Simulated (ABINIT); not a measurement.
# BaTe (Fm-3m): G0W0 with ABINIT, start to end, part 2 of 3

Aim: the G0W0 gap of BaTe (Fm-3m) on PBE, step by step.

ABINIT 10.8.3; PBE and many-body steps on it, plane waves. Known limits of the many-body steps: not at the basis limit; exchange with frozen shells missing; no spin-orbit coupling; coarse k mesh.

So far. Step 2 (Ground state): The gap is indirect, with the least direct gap 0.37 eV higher.

The database entry behind the starting cell differs from later determinations by our own check (about 0.2 % short), so it need not match the best structure at ambient conditions.

### Step 3. Bands along the symmetry lines

Level of this step: DFT, PBE, plane waves, norm-conserving pseudopotentials (ABINIT).

The cheap functional maps the bands first; the places of the edges decide which points the dearer methods must see.

The input, run.abi:

```
acell 3*1.0 Angstrom
rprim 
  -0.000000000000 3.493000000000 3.493000000000
  3.493000000000 -0.000000000000 3.493000000000
  3.493000000000 3.493000000000 -0.000000000000
ntypat 2
znucl 56 52
natom 2
typat 1 2
xred 
  0.000000000000 0.000000000000 0.000000000000
  0.500000000000 0.500000000000 0.500000000000
pp_dirpath "pseudos"
pseudos "Ba.upf, Te.upf"
ecut 34
iscf -2
irdden 1
kptopt 0
nkpt 50
kpt 
  0.00000000 0.00000000 0.00000000
  0.06250000 0.00000000 0.06250000
  0.12500000 0.00000000 0.12500000
  0.18750000 0.00000000 0.18750000
  0.25000000 0.00000000 0.25000000
  0.31250000 0.00000000 0.31250000
  0.37500000 0.00000000 0.37500000
  0.43750000 0.00000000 0.43750000
  0.50000000 0.00000000 0.50000000
  0.51562500 0.03125000 0.51562500
  0.53125000 0.06250000 0.53125000
  0.54687500 0.09375000 0.54687500
  0.56250000 0.12500000 0.56250000
  0.57812500 0.15625000 0.57812500
  0.59375000 0.18750000 0.59375000
  0.60937500 0.21875000 0.60937500
  0.62500000 0.25000000 0.62500000
  0.37500000 0.37500000 0.75000000
  0.32812500 0.32812500 0.65625000
  0.28125000 0.28125000 0.56250000
  0.23437500 0.23437500 0.46875000
  0.18750000 0.18750000 0.37500000
  0.14062500 0.14062500 0.28125000
  0.09375000 0.09375000 0.18750000
  0.04687500 0.04687500 0.09375000
  0.00000000 0.00000000 0.00000000
  0.06250000 0.06250000 0.06250000
  0.12500000 0.12500000 0.12500000
  0.18750000 0.18750000 0.18750000
  0.25000000 0.25000000 0.25000000
  0.31250000 0.31250000 0.31250000
  0.37500000 0.37500000 0.37500000
  0.43750000 0.43750000 0.43750000
  0.50000000 0.50000000 0.50000000
  0.50000000 0.46875000 0.53125000
  0.50000000 0.43750000 0.56250000
  0.50000000 0.40625000 0.59375000
  0.50000000 0.37500000 0.62500000
  0.50000000 0.34375000 0.65625000
  0.50000000 0.31250000 0.68750000
  0.50000000 0.28125000 0.71875000
  0.50000000 0.25000000 0.75000000
  0.50000000 0.21875000 0.71875000
  0.50000000 0.18750000 0.68750000
  0.50000000 0.15625000 0.65625000
  0.50000000 0.12500000 0.62500000
  0.50000000 0.09375000 0.59375000
  0.50000000 0.06250000 0.56250000
  0.50000000 0.03125000 0.53125000
  0.50000000 0.00000000 0.50000000
istwfk *1
nband 20
nbdbuf 2
tolwfr 1e-08
nstep 40
prtwf 0
prtvol 0
indata_prefix "in"
outdata_prefix "out"
tmpdata_prefix "tmp"
```

Launch:

```sh
OMP_NUM_THREADS=1 mpirun -n 4 abinit run.abi > log
```

Numbers of over 12 decimals in the logs are rounded to 6 here.

What it wrote:

```text
.Version 10.8.3 of ABINIT. v10.8.2 released Aug 2026.

 Symmetries : space group Fm -3 m (#225); Bravais cF (face-center cubic)
[... echo of the input left out ...]
== DATASET  1 ==================================================================
-   mpi_nproc: 4, omp_nthreads: 1 (-1 if OMP is not activated)

--- !DatasetInfo
iteration_state: {dtset: 1, }
dimensions: {natom: 2, nkpt: 50, mband: 20, nsppol: 1, nspinor: 1, nspden: 1, mpw: 5577, }
cutoff_energies: {ecut:  34.0, pawecutdg:  -1.0, }
electrons: {nelect:   2.60000000E+01, charge:   0.00000000E+00, occopt:   1.00000000E+00, tsmear:   1.00000000E-02, }

 Real(R)+Recip(G) space primitive vectors, cartesian coordinates (Bohr,Bohr^-1):
 R(1)=  0.0000000  6.6008134  6.6008134  G(1)= -0.0757482  0.0757482  0.0757482
 R(2)=  6.6008134  0.0000000  6.6008134  G(2)=  0.0757482 -0.0757482  0.0757482
 R(3)=  6.6008134  6.6008134  0.0000000  G(3)=  0.0757482  0.0757482 -0.0757482
 Unit cell volume ucvol=  5.7520461E+02 bohr^3
 Angles (23,13,12)=  6.00000000E+01  6.00000000E+01  6.00000000E+01 degrees

 getcut: wavevector=  0.0000  0.0000  0.0000  ngfft=  50  50  50
         ecut(hartree)=     34.000   => boxcut(ratio)=   2.04139

--- Pseudopotential description ------------------------------------------------
- Ba Generated using ONCVPSP code by D. R. Hamann
- 56.00000  10.00000  171031                  znucl, zion, pspdat
12 -101130 2 -1 1958                          pspcod,pspxc,lmax,lloc,mmax
     nproj     2     2     2
  pspatm : epsatm=   26.75150155
         --- l  ekb(1:nproj) -->
             0    6.667868    0.674319
             1    5.008801    0.408242
             2    2.532546    0.415477
 pspatm: atomic psp has been read  and splines computed

- Te Generated using ONCVPSP code by D. R. Hamann
- 52.00000  16.00000  171031                  znucl, zion, pspdat
12 -101130 2 -1 1294                          pspcod,pspxc,lmax,lloc,mmax
     nproj     2     2     2
  pspatm : epsatm=   36.72599971
         --- l  ekb(1:nproj) -->
[...]
pspatm: atomic psp has been read  and splines computed

--------------------------------------------------------------------------------

================================================================================
 prteigrs : about to open file out_EIG
 Non-SCF case, kpt    1 (  0.00000  0.00000  0.00000), residuals and eigenvalues=
  3.96E-09  7.97E-09  1.48E-09  3.41E-09  4.86E-09  4.54E-09  1.46E-09  2.38E-09
  6.41E-09  4.34E-09  1.95E-09  2.41E-09  6.20E-09  3.30E-09  1.51E-09  3.07E-09
  5.67E-09  7.02E-09  3.94E-09  1.03E-08
 -1.1524E+00 -1.1524E+00 -1.1520E+00 -1.1520E+00 -1.1520E+00 -8.5830E-01
 -3.1210E-01 -3.1210E-01 -3.1210E-01 -2.1706E-01  1.3362E-01  1.3362E-01
  1.3362E-01  2.4209E-01  2.4232E-01  2.4232E-01  2.4232E-01  2.6525E-01
  2.6525E-01  3.8839E-01
 Non-SCF case, kpt    2 (  0.06250  0.00000  0.06250), residuals and eigenvalues=
[...]
2.7689E-01  3.9466E-01
 Non-SCF case, kpt    3 (  0.12500  0.00000  0.12500), residuals and eigenvalues=
[...]
8.11E-09  7.11E-09  7.81E-09  1.90E-07
[...]
3.1111E-01  4.1186E-01
[...]
Non-SCF case, kpt   49 (  0.50000  0.03125  0.53125), residuals and eigenvalues=
[...]
3.4671E-01  4.2039E-01
 Non-SCF case, kpt   50 (  0.50000  0.00000  0.50000), residuals and eigenvalues=
[...]
-3.1995E-01 -3.1525E-01 -3.1525E-01 -2.0948E-01  9.2700E-02  1.1990E-01
  1.1990E-01  1.9024E-01  2.9817E-01  3.0622E-01  3.4136E-01  3.4669E-01
  3.4669E-01  4.2030E-01

--- !ResultsGS
iteration_state: {dtset: 1, }
comment   : Summary of ground state results
lattice_vectors:
- [ -0.0000000,   6.6008134,   6.6008134, ]
- [  6.6008134,  -0.0000000,   6.6008134, ]
- [  6.6008134,   6.6008134,  -0.0000000, ]
lattice_lengths: [   9.33496,    9.33496,    9.33496, ]
lattice_angles: [ 60.000,  60.000,  60.000, ] # degrees, (23, 13, 12)
lattice_volume:   5.7520461E+02
convergence: {deltae:  0.000E+00, res2:  0.000E+00, residm:  9.937E-09, diffor:  0.000E+00, }
etotal    :  -1.33080750E+02
entropy   :   0.00000000E+00
fermie    :   1.33616166E-01
cartesian_stress_tensor: null
pressure_GPa: null
xred      :
- [  0.0000E+00,   0.0000E+00,   0.0000E+00, Ba]
- [  5.0000E-01,   5.0000E-01,   5.0000E-01, Te]
cartesian_forces: null
force_length_stats: {min: null, max: null, mean: null, }

 Integrated electronic density in atomic spheres:
 ------------------------------------------------
 Atom  Sphere_radius  Integrated_density
[...]
================================================================================

 ----iterations are completed or convergence reached----

 Mean square residual over all n,k,spin=   43.616E-10; max=  99.367E-10
 reduced coordinates (array xred) for    2 atoms
       0.000000000000      0.000000000000      0.000000000000
       0.500000000000      0.500000000000      0.500000000000

 cartesian coordinates (angstrom) at end:
[...]
length scales=  1.889726125908  1.889726125908  1.889726125908 bohr
              =  1.000000000000  1.000000000000  1.000000000000 angstroms
 prteigrs : about to open file out_EIG
 Eigenvalues (hartree) for nkpt=  50  k points:
 kpt#   1, nband= 20, wtk=  1.00000, kpt=  0.0000  0.0000  0.0000 (reduced coord)
[...]
kpt#   2, nband= 20, wtk=  1.00000, kpt=  0.0625  0.0000  0.0625 (reduced coord)
[...]
kpt#   3, nband= 20, wtk=  1.00000, kpt=  0.1250  0.0000  0.1250 (reduced coord)
[...]
kpt#  49, nband= 20, wtk=  1.00000, kpt=  0.5000  0.0313  0.5313 (reduced coord)
[...]
0.34087    0.34484    0.34671    0.42039
 kpt#  50, nband= 20, wtk=  1.00000, kpt=  0.5000  0.0000  0.5000 (reduced coord)
  -1.15238   -1.15236   -1.15201   -1.15200   -1.15200   -0.85761   -0.31995   -0.31525
  -0.31525   -0.20948    0.09270    0.11990    0.11990    0.19024    0.29817    0.30622
   0.34136    0.34669    0.34669    0.42030

== END DATASET(S) ==============================================================
================================================================================

 -outvars: echo values of variables after computation  --------
            nband          20
             nkpt          50
          spgroup         225
 [... the other variables as echoed above ...]

 Calculation completed.
```

Wall time 40 s (4 MPI ranks of Arm Neoverse N1, shared host); peak memory 0.35 GiB.

Numbers from this step:

| Item | Value |
| --- | --- |
| gap | 1.541 eV |
| k of the valence top | 0, 0, 0 |
| k of the conduction bottom | 0.5, 0, 0.5 |
| least direct gap | 1.914 eV |

The gap is 1.541 eV, as in the run before at this level.

Electronic bands along the path, in eV, zero at the top of the highest filled band:

```csv
point,band 10,band 11,band 12,band 13,band 14,band 15,band 16,band 17
Γ,-9.54,0.00,0.00,0.00,2.95,2.96,2.96,2.96
halfway,-9.22,-1.51,-0.30,-0.30,2.10,3.81,3.97,4.60
X,-9.34,-1.11,-0.37,-0.37,1.54,4.48,4.70,5.65
halfway,-9.28,-1.10,-0.69,-0.50,1.86,4.80,5.08,5.55
U,-9.14,-1.26,-1.04,-0.76,2.59,5.04,5.22,5.24
jump to K,-9.14,-1.26,-1.04,-0.76,2.59,5.04,5.22,5.24
halfway,-9.08,-1.61,-0.91,-0.53,3.37,3.63,3.94,4.58
Γ,-9.54,0.00,0.00,0.00,2.95,2.96,2.96,2.96
halfway,-9.16,-1.36,-0.66,-0.66,3.14,3.68,3.68,4.88
L,-8.80,-2.23,-1.12,-1.12,4.20,4.81,4.95,4.95
halfway,-8.96,-1.81,-1.02,-0.99,3.72,4.00,5.27,5.52
W,-9.13,-1.27,-0.93,-0.93,3.54,3.54,4.87,5.19
halfway,-9.23,-1.08,-0.87,-0.62,2.17,4.67,5.05,5.45
X,-9.34,-1.11,-0.37,-0.37,1.54,4.48,4.70,5.65
```

The electronic bands as a text plot (rows in eV, shown from -8.0 to 3.6 only):

```
    3.3 |+++++             +    +++++++++++++++         ++++
    2.9 |++++                      +++++++++                +
    2.4 |    +           ++                                  +
    1.9 |     +++++    ++                                     ++
    1.4 |          ++++                                         +
    0.9 |
    0.4 |
    0.0 |*****                     ********
   -0.5 |     ************    *******    ****                ****
   -1.0 |  **      ****************        * ********************
   -1.5 |    ******       **    *           ***        ****
   -2.0 |                   ****               ** *****
   -2.5 |                                        *
   -2.9 |
   -3.4 |
   -3.9 |
   -4.4 |
   -4.9 |
   -5.3 |
   -5.8 |
   -6.3 |
   -6.8 |
   -7.3 |
   -7.8 |
         Γ           X  U|K            Γ         L        W     X
```

### Step 4. Empty states on the mesh, 2×2×2 mesh, 52 bands

The sums over transitions need many empty states on a uniform mesh; this step solves for them.

The input, run.abi:

```
acell 3*1.0 Angstrom
rprim 
  -0.000000000000 3.493000000000 3.493000000000
  3.493000000000 -0.000000000000 3.493000000000
  3.493000000000 3.493000000000 -0.000000000000
ntypat 2
znucl 56 52
natom 2
typat 1 2
xred 
  0.000000000000 0.000000000000 0.000000000000
  0.500000000000 0.500000000000 0.500000000000
pp_dirpath "pseudos"
pseudos "Ba.upf, Te.upf"
ecut 34
ngkpt 2 2 2
nshiftk 1
shiftk 0 0 0
kptopt 1
chksymbreak 0
iscf -2
irdden 1
istwfk *1
nband 52
nbdbuf 4
tolwfr 1e-09
nstep 60
prtvol 0
indata_prefix "in"
outdata_prefix "out"
tmpdata_prefix "tmp"
```

What it wrote:

```text
.Version 10.8.3 of ABINIT. v10.8.2 released Aug 2026.

 Symmetries : space group Fm -3 m (#225); Bravais cF (face-center cubic)
[... echo of the input left out ...]
== DATASET  1 ==================================================================
-   mpi_nproc: 4, omp_nthreads: 1 (-1 if OMP is not activated)
-    --> not optimal distribution: autoparal keyword recommended in input file <--

--- !DatasetInfo
iteration_state: {dtset: 1, }
dimensions: {natom: 2, nkpt: 3, mband: 52, nsppol: 1, nspinor: 1, nspden: 1, mpw: 5577, }
cutoff_energies: {ecut:  34.0, pawecutdg:  -1.0, }
electrons: {nelect:   2.60000000E+01, charge:   0.00000000E+00, occopt:   1.00000000E+00, tsmear:   1.00000000E-02, }

 Real(R)+Recip(G) space primitive vectors, cartesian coordinates (Bohr,Bohr^-1):
 R(1)=  0.0000000  6.6008134  6.6008134  G(1)= -0.0757482  0.0757482  0.0757482
 R(2)=  6.6008134  0.0000000  6.6008134  G(2)=  0.0757482 -0.0757482  0.0757482
 R(3)=  6.6008134  6.6008134  0.0000000  G(3)=  0.0757482  0.0757482 -0.0757482
 Unit cell volume ucvol=  5.7520461E+02 bohr^3
 Angles (23,13,12)=  6.00000000E+01  6.00000000E+01  6.00000000E+01 degrees

 getcut: wavevector=  0.0000  0.0000  0.0000  ngfft=  50  50  50
         ecut(hartree)=     34.000   => boxcut(ratio)=   2.04139

--- Pseudopotential description ------------------------------------------------
- Ba Generated using ONCVPSP code by D. R. Hamann
- 56.00000  10.00000  171031                  znucl, zion, pspdat
12 -101130 2 -1 1958                          pspcod,pspxc,lmax,lloc,mmax
     nproj     2     2     2
  pspatm : epsatm=   26.75150155
         --- l  ekb(1:nproj) -->
             0    6.667868    0.674319
             1    5.008801    0.408242
             2    2.532546    0.415477
 pspatm: atomic psp has been read  and splines computed

- Te Generated using ONCVPSP code by D. R. Hamann
- 52.00000  16.00000  171031                  znucl, zion, pspdat
12 -101130 2 -1 1294                          pspcod,pspxc,lmax,lloc,mmax
     nproj     2     2     2
  pspatm : epsatm=   36.72599971
         --- l  ekb(1:nproj) -->
[...]
pspatm: atomic psp has been read  and splines computed

--------------------------------------------------------------------------------

================================================================================
 prteigrs : about to open file out_EIG
 Non-SCF case, kpt    1 (  0.00000  0.00000  0.00000), residuals and eigenvalues=
  1.21E-10  6.77E-10  4.55E-10  8.20E-10  9.16E-10  5.07E-10  2.02E-10  3.05E-10
  7.64E-10  2.35E-10  2.79E-10  5.38E-10  8.84E-10  6.10E-10  1.48E-10  4.08E-10
  9.49E-10  2.29E-10  5.80E-10  2.17E-10  2.71E-10  5.33E-10  6.63E-10  2.19E-10
[...]
1.45E-08  1.67E-09  5.43E-09  2.36E-08
 -1.1524E+00 -1.1524E+00 -1.1520E+00 -1.1520E+00 -1.1520E+00 -8.5830E-01
 -3.1210E-01 -3.1210E-01 -3.1210E-01 -2.1706E-01  1.3362E-01  1.3362E-01
  1.3362E-01  2.4209E-01  2.4232E-01  2.4232E-01  2.4232E-01  2.6525E-01
[...]
8.6659E-01  9.9266E-01  9.9266E-01  9.9266E-01  9.9575E-01  1.0002E+00
  1.0002E+00  1.0002E+00  1.0206E+00  1.0206E+00  1.0206E+00  1.1084E+00
  1.1399E+00  1.1462E+00  1.1462E+00  1.1462E+00
 prteigrs : prtvol=0 or 1, do not print more k-points.

--- !ResultsGS
iteration_state: {dtset: 1, }
comment   : Summary of ground state results
lattice_vectors:
- [ -0.0000000,   6.6008134,   6.6008134, ]
- [  6.6008134,  -0.0000000,   6.6008134, ]
- [  6.6008134,   6.6008134,  -0.0000000, ]
lattice_lengths: [   9.33496,    9.33496,    9.33496, ]
lattice_angles: [ 60.000,  60.000,  60.000, ] # degrees, (23, 13, 12)
lattice_volume:   5.7520461E+02
convergence: {deltae:  0.000E+00, res2:  0.000E+00, residm:  9.877E-10, diffor:  0.000E+00, }
etotal    :  -1.33080750E+02
entropy   :   0.00000000E+00
fermie    :   1.33616166E-01
cartesian_stress_tensor: null
pressure_GPa: null
xred      :
- [  0.0000E+00,   0.0000E+00,   0.0000E+00, Ba]
- [  5.0000E-01,   5.0000E-01,   5.0000E-01, Te]
cartesian_forces: null
force_length_stats: {min: null, max: null, mean: null, }

 Integrated electronic density in atomic spheres:
 ------------------------------------------------
 Atom  Sphere_radius  Integrated_density
[...]
================================================================================

 ----iterations are completed or convergence reached----

 Mean square residual over all n,k,spin=   51.964E-11; max=  98.767E-11
 reduced coordinates (array xred) for    2 atoms
       0.000000000000      0.000000000000      0.000000000000
       0.500000000000      0.500000000000      0.500000000000

 cartesian coordinates (angstrom) at end:
    1      0.000000     0.000000     0.000000
    2      3.493000     3.493000     3.493000
 length scales=  1.889726125908  1.889726125908  1.889726125908 bohr
              =  1.000000000000  1.000000000000  1.000000000000 angstroms
 prteigrs : about to open file out_EIG
 Eigenvalues (hartree) for nkpt=   3  k points:
 kpt#   1, nband= 52, wtk=  0.12500, kpt=  0.0000  0.0000  0.0000 (reduced coord)
[...]
0.79796    0.79796    0.79796    0.86659    0.86659    0.99266    0.99266    0.99266
   0.99575    1.00023    1.00023    1.00023    1.02058    1.02058    1.02058    1.10845
   1.13993    1.14615    1.14615    1.14615
 prteigrs : prtvol=0 or 1, do not print more k-points.

== END DATASET(S) ==============================================================
================================================================================

 -outvars: echo values of variables after computation  --------
            nband          52
             nkpt           3
          spgroup         225
 [... the other variables as echoed above ...]

 Calculation completed.
```

Wall time 15 s (4 MPI ranks); peak memory 0.29 GiB; 59 s of CPU time.

This step gave:

```
gap                                                           : 1.541 eV
k of the valence top                                          : 0, 0, 0
k of the conduction bottom                                    : 0.5, 0.5, 0
least direct gap                                              : 1.914 eV
k points computed                                             : 3
lowest point of the top converged band, above the valence top : 26.53 eV
```

On this mesh the gap is 1.541 eV.

### Step 5. Screening, 2×2×2 mesh, 48 bands, screening to 87.1 eV

The RPA dielectric matrix is built and inverted for each q.

This step: RPA screening on PBE, plane waves, norm-conserving pseudopotentials.

run.abi, as its differences from that of step 4:

```diff
@@ -20,10 +20,11 @@
 chksymbreak 0
-iscf -2
-irdden 1
 istwfk *1
-nband 52
-nbdbuf 4
-tolwfr 1e-09
-nstep 60
-prtvol 0
+occopt 1
+irdwfk 1
+optdriver 3
+nband 48
+ecuteps 3.2
+inclvkb 2
+awtr 1
+symchi 1
 indata_prefix "in"
```

What it wrote:

```text
.Version 10.8.3 of ABINIT. v10.8.2 released Aug 2026.

 Symmetries : space group Fm -3 m (#225); Bravais cF (face-center cubic)
[... echo of the input left out ...]
== DATASET  1 ==================================================================
-   mpi_nproc: 4, omp_nthreads: 1 (-1 if OMP is not activated)

--- !DatasetInfo
iteration_state: {dtset: 1, }
dimensions: {natom: 2, nkpt: 3, mband: 48, nsppol: 1, nspinor: 1, nspden: 1, mpw: 5577, }
cutoff_energies: {ecut:  34.0, pawecutdg:  -1.0, }
electrons: {nelect:   2.60000000E+01, charge:   0.00000000E+00, occopt:   1.00000000E+00, tsmear:   1.00000000E-02, }

 SCREENING: Calculation of the susceptibility and dielectric matrices

 Based on a program developped by R.W. Godby, V. Olevano, G. Onida, and L. Reining.
 Incorporated in ABINIT by V. Olevano, G.-M. Rignanese, and M. Torrent.
.Using double precision arithmetic ; gwpc =  8

[... cell and pseudopotentials left out ...]
--------------------------------------------------------------------------------

 ==== K-mesh for the wavefunctions ====
 Number of points in the irreducible wedge :     3
[... list of points left out ...]
 Together with 48 symmetry operations and time-reversal symmetry
 yields     8 points in the full Brillouin Zone.

 ==== Q-mesh for the screening function ====
 Number of points in the irreducible wedge :     3
[... list of points left out ...]
 Together with 48 symmetry operations and time-reversal symmetry
 yields     8 points in the full Brillouin Zone.

 setmesh: FFT mesh size selected  =    32x   32x   32
          total number of points  =        32768

 vcoul_init : cutoff-mode = AUXILIARY_FUNCTION
 q-points for optical limit:   1
     1)      0.000010    0.000020    0.000030

- screening: taking advantage of time-reversal symmetry
- Maximum band index for partially occupied states nbvw = 13
- Remaining bands to be divided among processors   nbcw = 35
- Number of bands treated by each node ~8

 Number of electrons calculated from density =   26.0000; Expected =   26.0000
 average of density, n =  0.045201
 r_s =    1.7415
 omega_plasma =   20.5084 [eV]

 calculating chi0 at frequencies [eV] :
  1    0.000000E+00    0.000000E+00
  2    0.000000E+00    2.050837E+01

--------------------------------------------------------------------------------
  q-point number  1        q = ( 0.000000, 0.000000, 0.000000) [r.l.u.]
--------------------------------------------------------------------------------
[... chi0 elements left out ...]
 For q-point:  0.000010 0.000020 0.000030
  dielectric constant =  11.8450
  dielectric constant without local fields =  14.2633

  Average fulfillment of the sum rule on Im[epsilon] for q-point    1 :     46.23  [%]
[... wings left out ...]
  q-point number  2        q = ( 0.500000, 0.000000, 0.000000) [r.l.u.]
--------------------------------------------------------------------------------
[... chi0 elements left out ...]
  Average fulfillment of the sum rule on Im[epsilon] for q-point    2 :     56.80  [%]

 [... 1 further q-points ...]
```

Elapsed: 6.1 s, on 4 MPI ranks; peak memory 0.26 GiB; 24 s of CPU time.

This step gave:

```
ε∞ with local fields, on this mesh, along the program's q direction : 11.85
the same without local fields                                       : 14.26
plasma frequency                                                    : 20.51 eV
plane waves in the screening matrix                                 : 169
```

Local fields lower ε∞ by 17 %. On a Γ-centred mesh this coarse the value itself is usually too large, while a short band sum pulls it down.

[end of part 2 of 3]

[Paths, hosts, dates, memory and timing lines, banners, echoed tables and standing remarks are left out of the program output.]

[Logs are printed without paths, hosts, clocks, repeated set-up lines and the standing remarks that a program may print on its own settings, such as how far it seeks lower states.]

[Runs of the session that timed out or met a known fault of the program may be left out.]

[Hosts, paths, dates, database ids (printed as entryN), source tags and the programs' standing remarks are cut or masked in the printed files.]

[G0W0 gaps are taken among the corrected bands and points alone; a level outside them can change the order at an edge.]

[Where Ansatz stands beside ABINIT at settings called matched, ABINIT's density can come from a denser mesh and the files from another edition; pairs whose starting gaps differed by over 0.03 eV were left out, so agreement reads better than it is.]
